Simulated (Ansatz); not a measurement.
Start from GeTe (space group R3m, No. 160; layered).

```xyz
2
Lattice="2.0935 1.2087 3.6868 -2.0935 1.2087 3.6868 0.0000 -2.4174 3.6868" Properties=species:S:1:pos:R:3 pbc="T T T"
Ge     0.0000     0.0000     2.5643
Te     0.0000     0.0000     8.4961
```

Cartesian axes are those of the cell as printed.

The values are results of r2SCAN/PAW in Ansatz (a quantum-chemistry and plane-wave program), without spin-orbit coupling, not measurements.

Before the change:

- Volume per atom: 27.99 Å³

Perturbation: biaxial strain +3.49 %, plane normal [001], relaxed out of plane (Cartesian); in-plane vectors clamped, the third vector and the atoms free.

Q: What does the calculation give for the volume per atom and in-plane stress after the change?

A: The volume per atom rises by 0.96 Å³, from 27.99 Å³ to 28.95 Å³; the mean in-plane stress (compression positive) comes out as -2.9 GPa.

Stability against distortions was not tested. No dispersion term is included, though the crystal is made of layers, chains or molecules, so its spacings can come out too wide.
